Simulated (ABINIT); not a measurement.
Crystal: Sb.

```
Sb
1.0
     2.15420    1.24373    3.75800
    -2.15420    1.24373    3.75800
     0.00000   -2.48746    3.75800
Sb
2
Cartesian
  0.0000 0.0000 8.6416
  0.0000 0.0000 2.6324
```

Base run:

- Program: ABINIT 10.8.3 (patched build)
- Functional: PBEsol
- Potentials or basis: JTH PAW PBE v2.0
- Cutoff: 435 eV
- k mesh: 5 × 5 × 5
- Occupations: fermi-dirac, width 0.05 eV
- Spin: no spin polarisation

Its results: band gap on the k mesh 0.38 eV, indirect (least direct gap 0.73 eV); pressure -0.1 GPa; largest force 0.007 eV/Å.

After a change of settings the same cell gave: band gap on the k mesh none (metal or under the smearing width); pressure 0.0 GPa; largest force 0.028 eV/Å. Which change was it?
A. k mesh from 5 × 5 × 5 to 6 × 6 × 6
B. functional from PBEsol to rPW86PBE; k mesh from 5 × 5 × 5 to 8 × 8 × 8
C. functional from PBEsol to PBE; k mesh from 5 × 5 × 5 to 10 × 10 × 10
D. functional from PBEsol to BP86; k mesh from 5 × 5 × 5 to 8 × 8 × 8

A.

Caveats: the PAW data sets were made with another functional, which shifts forces and pressure a little; spin-orbit coupling is left out, which moves the levels of the heavy elements (some runs); an odd mesh through Γ misses points on the zone boundary, where band edges often lie (some runs).
